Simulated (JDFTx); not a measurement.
Crystal: SiC (Moissanite).

```
CELL_PARAMETERS angstrom
3.07600 0.00000 0.00000
-1.53800 2.66389 0.00000
0.00000 0.00000 5.04800
ATOMIC_POSITIONS crystal
Si 0.66667 0.33333 0.50000
Si 0.33333 0.66667 0.00000
C 0.66667 0.33333 0.88500
C 0.33333 0.66667 0.38500
```

```yaml
Program: JDFTx 1.7.0 (patched build)
Task: relaxation of cell and atoms
Functional: PBEsol
Potentials_or_basis: PseudoDojo-SR-PBEsol-0.4.1-standard
Cutoff: 1116 eV
Density_cutoff: 8925 eV
k_mesh: 10 × 10 × 5
Occupations: fermi-dirac, width 0.05 eV
Spin: no spin polarisation
```

At the start: pressure 0.3 GPa; volume 10.34 Å³/atom.

Problem. How do energy, volume and symmetry change on relaxing?

Solution. Over 8 steps the energy falls by 9.1 meV/atom; space group P6_3mc (No. 186, to 0.05 Å).

Step by step:
| step | energy change (eV) | largest force (eV/Å) | pressure (GPa) | volume (Å³) |
| --- | --- | --- | --- | --- |
| 1 | 0.0000 | 0.7555 | 0.30 | 41.36 |
| 2 | -0.0205 | 0.5116 | 0.10 | 41.37 |
| 3 | -0.0362 | 0.0245 | 0.02 | 41.36 |
| 4 | -0.0363 | 0.0079 | 0.01 | 41.37 |
| 5 | -0.0364 | 0.0078 | 0.01 | 41.37 |
| 6 | -0.0364 | 0.0125 | 0.00 | 41.37 |
| 7 | -0.0364 | 0.0032 | 0.00 | 41.37 |
| 8 | -0.0364 | 0.0006 | 0.00 | 41.37 |

Final structure:
```
CELL_PARAMETERS angstrom
3.07593 0.00000 0.00000
-1.53797 2.66384 0.00000
0.00000 0.00000 5.04872
ATOMIC_POSITIONS crystal
Si 0.66667 0.33333 0.50462
Si 0.33333 0.66667 0.00462
C 0.66667 0.33333 0.88038
C 0.33333 0.66667 0.38038
```
